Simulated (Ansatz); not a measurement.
# Contact densities of AgI against volume

```yaml
crystal:
  lattice:
    - [4.58000, 0.00000, 0.00000]
    - [-2.29000, 3.96640, 0.00000]
    - [0.00000, 0.00000, 7.51000]
  atoms:
    - { symbol: Ag, position: [0.33333, 0.66667, 0.00000] }
    - { symbol: Ag, position: [0.66667, 0.33333, 0.50000] }
    - { symbol: I, position: [0.33333, 0.66667, 0.37500] }
    - { symbol: I, position: [0.66667, 0.33333, 0.87500] }
```

Atoms are numbered in the order listed.

The cell is COD entry 1011050, as deposited and not checked against the literature; nothing was relaxed. It is an old determination, and later ones may differ.

No spin–orbit coupling, which matters for the heavy atoms here.

All numbers below come from Ansatz 0.2.0, DFT, PBE, all-electron PAW with datasets made for the crystal, scalar-relativistic.

Sampling and basis: a Γ-centred 8×8×4 k mesh, Fermi–Dirac smearing of 0.01 eV, cutoff 240 eV (chosen by the program for this cell), no spin polarisation.

The contact density is the mean electron density over the nuclear volume; its changes set Mössbauer isomer shifts. Changes below are taken from the unscaled cell, where it is 948379 e/Å³ at Ag1, 1.60374e+06 e/Å³ at I3.

```json
{"V/V(cell)": "0.9400", "P (GPa)": "4.6", "Δρ(0) Ag1 (e/Å³)": "5.46", "Δρ(0) I3 (e/Å³)": "-2.09", "Vzz Ag1 (10²¹ V/m²)": "0.17", "Vzz I3 (10²¹ V/m²)": "0.46"}
{"V/V(cell)": "0.9600", "P (GPa)": "3.7", "Δρ(0) Ag1 (e/Å³)": "3.56", "Δρ(0) I3 (e/Å³)": "-1.35", "Vzz Ag1 (10²¹ V/m²)": "0.17", "Vzz I3 (10²¹ V/m²)": "0.44"}
{"V/V(cell)": "0.9800", "P (GPa)": "2.8", "Δρ(0) Ag1 (e/Å³)": "1.74", "Δρ(0) I3 (e/Å³)": "?", "Vzz Ag1 (10²¹ V/m²)": "0.16", "Vzz I3 (10²¹ V/m²)": "0.42"}
{"V/V(cell)": "0.9900", "P (GPa)": "2.4", "Δρ(0) Ag1 (e/Å³)": "0.86", "Δρ(0) I3 (e/Å³)": "-0.32", "Vzz Ag1 (10²¹ V/m²)": "0.16", "Vzz I3 (10²¹ V/m²)": "0.41"}
{"V/V(cell)": "1.0000", "P (GPa)": "2.0", "Δρ(0) Ag1 (e/Å³)": "0.00", "Δρ(0) I3 (e/Å³)": "0.00", "Vzz Ag1 (10²¹ V/m²)": "0.16", "Vzz I3 (10²¹ V/m²)": "0.40"}
{"V/V(cell)": "1.0100", "P (GPa)": "1.7", "Δρ(0) Ag1 (e/Å³)": "-0.84", "Δρ(0) I3 (e/Å³)": "0.31", "Vzz Ag1 (10²¹ V/m²)": "0.15", "Vzz I3 (10²¹ V/m²)": "0.39"}
{"V/V(cell)": "1.0200", "P (GPa)": "1.3", "Δρ(0) Ag1 (e/Å³)": "?", "Δρ(0) I3 (e/Å³)": "0.61", "Vzz Ag1 (10²¹ V/m²)": "0.15", "Vzz I3 (10²¹ V/m²)": "0.38"}
{"V/V(cell)": "1.0400", "P (GPa)": "0.7", "Δρ(0) Ag1 (e/Å³)": "-3.27", "Δρ(0) I3 (e/Å³)": "1.19", "Vzz Ag1 (10²¹ V/m²)": "0.15", "Vzz I3 (10²¹ V/m²)": "0.36"}
{"V/V(cell)": "1.0600", "P (GPa)": "0.2", "Δρ(0) Ag1 (e/Å³)": "?", "Δρ(0) I3 (e/Å³)": "1.73", "Vzz Ag1 (10²¹ V/m²)": "0.14", "Vzz I3 (10²¹ V/m²)": "0.34"}
```

Problem. Give the missing entry: row "0.9800", column "Δρ(0) I3 (e/Å³)".

Solution. -0.65.

Problem. What belongs in the row "1.0600", column "Δρ(0) Ag1 (e/Å³)"?

Solution. -4.81.

Problem. Fill in "Δρ(0) Ag1 (e/Å³)" for the row "1.0200".

Solution. -1.67.

The datasets are made afresh for each cell, so very small changes are uncertain. Scalar relativity leaves out the p1/2 density at heavy nuclei.
